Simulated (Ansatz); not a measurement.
## Relaxing Tl

Computed with DFT PBE+D3(BJ), scalar-relativistic, plane waves, PAW in Ansatz 0.2.0. Settings: 420 eV cutoff, 15×15×8 k-mesh, Gaussian smearing of 0.10 eV, no spin polarisation.

What was changed: relaxed at 25 GPa.

Spin–orbit coupling is left out, which can shift energies with elements as heavy as these.

Other phases may be more stable at this pressure.

Command:

```bash
ansatz run input.yaml --threads 1 --pin off --max-ram 1331MiB --backend cpu --events-out ev --progress --plain --runs-dir out
```

Input:

```yaml
crystal:
  lattice:
    - [3.1482650018, 0.0, 0.0]
    - [-1.5741325009, 2.7264774694, 0.0]
    - [0.0, 0.0, 5.1517575447]
  atoms:
    - { symbol: Tl, position: [0.3333333333, 0.6666666667, 0.25] }
    - { symbol: Tl, position: [0.6666666667, 0.3333333333, 0.75] }
basis:
  ecutwfc: 420
kpoints:
  mp_grid: { grid: [15, 15, 8] }
hamiltonian:
  xc: pbe
  dispersion: d3bj
scf:
  occupations: { method: gaussian, width: 0.1 }
output:
  forces: true
  stress: true
  eigenvalues: true
relax:
  adjacent_minimum: "off"
  f_tol: 0.008
  max_steps: 50
  cell: { stress_tol: 0.08, p_target: 25.0 }
```

F is the free energy. Steps run on the plane waves of an earlier cell, but the last one, and at times one on the way, on a freshly chosen basis, so a repeated geometry can differ a little in energy. The relaxation lowers the enthalpy F + PV at the target pressure, so F itself can rise.

At step 2 F + PV rises: a step can overshoot before the optimiser corrects it.

Steps:

```tsv
step	F − F(1) (eV)	largest force component (eV/Å)	V (Å³/atom)	P (GPa)
1	0.0000	0.000	22.111	20.71
2	0.7091	0.000	20.062	36.21
3	0.1707	0.000	21.503	24.53
4	0.1932	0.000	21.430	25.03
5	0.1938	0.000	21.430	25.02
```

Relaxed structure:

```xyz
2
Lattice="3.1141 0.0000 0.0000 -1.5570 2.6969 0.0000 0.0000 0.0000 5.1033" Properties=species:S:1:pos:R:3 pbc="T T T"
Tl    0.0000    1.7979    1.2758
Tl    1.5570    0.8990    3.8275
```

Symmetry: P6_3/mmc, No. 194, hexagonal system. Conventional cell: a = 3.114 Å, b = 3.114 Å, c = 5.103 Å, α = 90.00°, β = 90.00°, γ = 120.00°. Tl (site symmetry -6m2) has 12 Tl at 3.11 to 3.12 Å as nearest neighbours.

The run converged. The run took about 40 core-seconds.